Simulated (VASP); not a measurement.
# Sr, equation of state: which settings are enough?

Sr, Fm-3m (no. 225), 1 atom in the cell. PBE; PAW potentials Sr_sv (PBE set). VASP 6.6.1.

Wanted: equilibrium volume within 0.05 %; bulk modulus within 0.4 %.

What the run is for: equation of state; Accuracy asked: tight.

The series start from Plane-wave cutoff (eV): 300; Smearing width (eV): 0.1; k-point mesh: 10 × 10 × 10; Volumes: 5 from 0.92 to 1.08; Precision mode (PREC): Accurate; Electronic threshold (eV): 1e-6; Aspherical gradient terms in the spheres (LASPH): yes; Start of each volume: each volume from scratch. Each series keeps the choices made before it, and each single choice may use up half of a tolerance. Times cover all steps of a run.

## Plane-wave cutoff (eV)

| Plane-wave cutoff (eV) | Equilibrium volume (Å³/atom) | Bulk modulus (GPa) | Time (s) |
|---|---|---|---|
| 180 | 54.75 | 12.93 | 17 |
| 230 | 54.54 | 11.18 | 23 |
| 260 | 54.55 | 11.2 | 23 |
| 300 | 54.58 | 11.04 | 29 |
| 340 | 54.58 | 11.1 | 35 |
| 400 | 54.58 | 11.1 | 37 |
| 480 | 54.6 | 11.08 | 44 |
| 600 (reference) | 54.61 | 11.08 | 72 |

Chosen: 480, the loosest value from which every tighter one stays within half of the tolerance.

## Smearing width (eV)

| Smearing width (eV) | Equilibrium volume (Å³/atom) | Bulk modulus (GPa) | Time (s) |
|---|---|---|---|
| 0.4 | 55.06 | 11.78 | 48 |
| 0.3 | 54.91 | 11.76 | 51 |
| 0.2 | 54.79 | 11.36 | 50 |
| 0.15 | 54.71 | 11.08 | 48 |
| 0.1 | 54.6 | 11.08 | 44 |
| 0.05 (reference) | 54.58 | 11.12 | 45 |

Chosen: 0.05; the next looser run is off by more than half of the tolerance, so convergence isn't shown beyond this value.

## k-point mesh

| k-point mesh | Equilibrium volume (Å³/atom) | Bulk modulus (GPa) | Time (s) |
|---|---|---|---|
| 3 × 3 × 3 | 57.69 | 13 | 9.9 |
| 4 × 4 × 4 | 56.46 | 8.294 | 13 |
| 6 × 6 × 6 | 54.98 | 11.85 | 19 |
| 7 × 7 × 7 | 54.29 | 9.659 | 26 |
| 9 × 9 × 9 | 54.51 | 12.86 | 40 |
| 10 × 10 × 10 | 54.58 | 11.12 | 45 |
| 12 × 12 × 12 (reference) | 54.43 | 12.35 | 61 |

Chosen: 12 × 12 × 12; the next looser run is off by more than half of the tolerance, so convergence isn't shown beyond this value.

## Volumes

| Volumes | Equilibrium volume (Å³/atom) | Bulk modulus (GPa) | Time (s) |
|---|---|---|---|
| 5 from 0.88 to 1.12 | 54.43 | 11.98 | 64 |
| 5 from 0.92 to 1.08 | 54.43 | 12.35 | 61 |
| 7 from 0.91 to 1.09 (reference) | 54.43 | 12.24 | 87 |

Chosen: 7 from 0.91 to 1.09; the one before it in the list is off by more than half of the tolerance.

## Precision mode (PREC)

| Precision mode (PREC) | Equilibrium volume (Å³/atom) | Bulk modulus (GPa) | Time (s) |
|---|---|---|---|
| SingleN | 54.44 | 12.26 | 48 |
| Normal | 54.43 | 12.24 | 50 |
| Accurate (reference) | 54.43 | 12.24 | 87 |

Chosen: Normal.

## Electronic threshold (eV)

| Electronic threshold (eV) | Equilibrium volume (Å³/atom) | Bulk modulus (GPa) | Time (s) |
|---|---|---|---|
| 0.001 | 54.4 | 11.49 | 34 |
| 0.0001 | 54.43 | 12.24 | 53 |
| 1e-5 | 54.43 | 12.24 | 66 |
| 1e-6 | 54.43 | 12.24 | 50 |
| 1e-7 (reference) | 54.43 | 12.24 | 79 |

Chosen: 0.0001.

## Aspherical gradient terms in the spheres (LASPH)

| Aspherical gradient terms in the spheres (LASPH) | Equilibrium volume (Å³/atom) | Bulk modulus (GPa) | Time (s) |
|---|---|---|---|
| no | 54.43 | 12.24 | 53 |
| yes (reference) | 54.43 | 12.24 | 53 |

Chosen: no.

## Start of each volume

| Start of each volume | Equilibrium volume (Å³/atom) | Bulk modulus (GPa) | Time (s) |
|---|---|---|---|
| each volume from scratch | 54.43 | 12.24 | 53 |
| orbitals of the volume before (WAVECAR) | 54.43 | 12.21 | 34 |

Chosen: orbitals of the volume before (WAVECAR), the fastest of those that stay within half of the tolerance.

## All choices together

| Input | Equilibrium volume (Å³/atom) | Bulk modulus (GPa) | Time (s) |
|---|---|---|---|
| the program's defaults (naive) | 55.87 | 10.36 | 3.8 |
| chosen settings | 54.43 | 12.21 | 34 |
| reference settings throughout | 54.44 | 12.23 | 223 |

The chosen settings stay within the tolerance of the reference run, but the reference itself isn't shown to be converged in: Smearing width (eV), k-point mesh.

## The input

INCAR:
```
GGA      = PE             # functional
ISMEAR   = 1              # smearing method
SIGMA    = 0.05           # smearing width, eV
LWAVE    = True           # write WAVECAR
LCHARG   = False          # write CHGCAR
ISIF     = 2              # what is computed and relaxed
NSW      = 0              # ionic steps
PREC     = Normal         # precision mode
LASPH    = False          # aspherical terms in the spheres
LREAL    = False          # projectors in reciprocal space
ALGO     = Normal         # electronic algorithm
EDIFF    = 1E-4           # SCF threshold, eV
NELM     = 120            # most SCF steps
GGA_COMPAT= False        
ENCUT    = 480            # plane-wave cutoff, eV
```

KPOINTS:
```
Automatic mesh
0
Gamma
  12 12 12
  0 0 0
```

POSCAR.step1:
```
Sr
1.0
    0.0000000000      2.9481956818      2.9481956818
    2.9481956818      0.0000000000      2.9481956818
    2.9481956818      2.9481956818      0.0000000000
Sr
1
Direct
    0.0000000000      0.0000000000      0.0000000000
```

POSCAR.step2:
```
Sr
1.0
    0.0000000000      2.9802437979      2.9802437979
    2.9802437979      0.0000000000      2.9802437979
    2.9802437979      2.9802437979      0.0000000000
Sr
1
Direct
    0.0000000000      0.0000000000      0.0000000000
```

POSCAR.step3:
```
Sr
1.0
    0.0000000000      3.0116170907      3.0116170907
    3.0116170907      0.0000000000      3.0116170907
    3.0116170907      3.0116170907      0.0000000000
Sr
1
Direct
    0.0000000000      0.0000000000      0.0000000000
```

POSCAR.step4:
```
Sr
1.0
    0.0000000000      3.0423500000      3.0423500000
    3.0423500000      0.0000000000      3.0423500000
    3.0423500000      3.0423500000      0.0000000000
Sr
1
Direct
    0.0000000000      0.0000000000      0.0000000000
```

POSCAR.step5:
```
Sr
1.0
    0.0000000000      3.0724742364      3.0724742364
    3.0724742364      0.0000000000      3.0724742364
    3.0724742364      3.0724742364      0.0000000000
Sr
1
Direct
    0.0000000000      0.0000000000      0.0000000000
```

POSCAR.step6:
```
Sr
1.0
    0.0000000000      3.1020190703      3.1020190703
    3.1020190703      0.0000000000      3.1020190703
    3.1020190703      3.1020190703      0.0000000000
Sr
1
Direct
    0.0000000000      0.0000000000      0.0000000000
```

POSCAR.step7:
```
Sr
1.0
    0.0000000000      3.1310115832      3.1310115832
    3.1310115832      0.0000000000      3.1310115832
    3.1310115832      3.1310115832      0.0000000000
Sr
1
Direct
    0.0000000000      0.0000000000      0.0000000000
```

Commands (each step's output is kept before the next begins):
```
cat potpaw_PBE.64/Sr_sv/POTCAR > POTCAR
cp POSCAR.step1 POSCAR
mpirun -np 1 vasp_std > vasp.out
cp POSCAR.step2 POSCAR
mpirun -np 1 vasp_std > vasp.out
cp POSCAR.step3 POSCAR
mpirun -np 1 vasp_std > vasp.out
cp POSCAR.step4 POSCAR
mpirun -np 1 vasp_std > vasp.out
cp POSCAR.step5 POSCAR
mpirun -np 1 vasp_std > vasp.out
cp POSCAR.step6 POSCAR
mpirun -np 1 vasp_std > vasp.out
cp POSCAR.step7 POSCAR
mpirun -np 1 vasp_std > vasp.out
```

The chosen input took VASP 6.6.1 34 s on 1 core (AMD EPYC 9R45 (Zen 5)), a shared host.

## An input that fails: cutoff far too low

It runs to its end, but against the unchanged starting input it is off by 4.8 % in the equilibrium volume, 63 % in the bulk modulus.

Changes against the starting input:
```
(all steps)
- PREC = Accurate
- NELM = 120
- ENCUT = 300
+ PREC = Low
+ NELM = 70
+ ENCUT = 140
```
